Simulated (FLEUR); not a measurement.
Runs of FLEUR MaX-R8.1 (later development tree) on PbF2 (Fluorocronite). It takes space group Fm-3m (No. 225, cubic). Conventional cell: a = 5.927 Å, b = 5.927 Å, c = 5.927 Å, α = 90.00°, β = 90.00°, γ = 90.00°. Pb (site symmetry m-3m) is surrounded by 8 F at 2.57 Å. F (site symmetry -43m) is surrounded by 4 Pb at 2.57 Å. 

| task | level | gmax | muffin-tin radii | lmax | lnonsphr | max iterations | kmax | gap on the mesh (eV) |
| --- | --- | --- | --- | --- | --- | --- | --- | --- |
| single point | PBEsol | 13 1/bohr | Pb 2.64, F 1.72 bohr | Pb 10, F 8 | Pb 10, F 8 | 60 | 4.19 1/bohr | 4.31 |
| single point | PBE | 13 1/bohr | Pb 2.64, F 1.72 bohr | Pb 11, F 8 | - | 60 | 4.19 1/bohr | 4.42 |
| band structure | LDA | 12.7 1/bohr | Pb 2.66, F 1.77 bohr | Pb 10, F 8 | Pb 10, F 8 | 60 | 4.1 1/bohr | (a) |
| band structure | PBEsol | 12.7 1/bohr | Pb 2.66, F 1.77 bohr | Pb 10, F 8 | Pb 10, F 8 | 60 | 4.1 1/bohr | 4.31 |

Alike in all rows: potentials or basis all-electron, FLAPW; no spin polarisation; cell as given; k mesh 8 × 8 × 8; smearing fermi-dirac 0.05 eV.

Question: Estimate the missing entries.

Answer: (a) 4.26.

Caveats: spin-orbit coupling is left out, which as a rule narrows the gap of such compounds by several tenths of an eV.

A k mesh can miss the band edges, and the runs leave out spin-orbit coupling on Pb.

Not every run made on this cell is shown here.
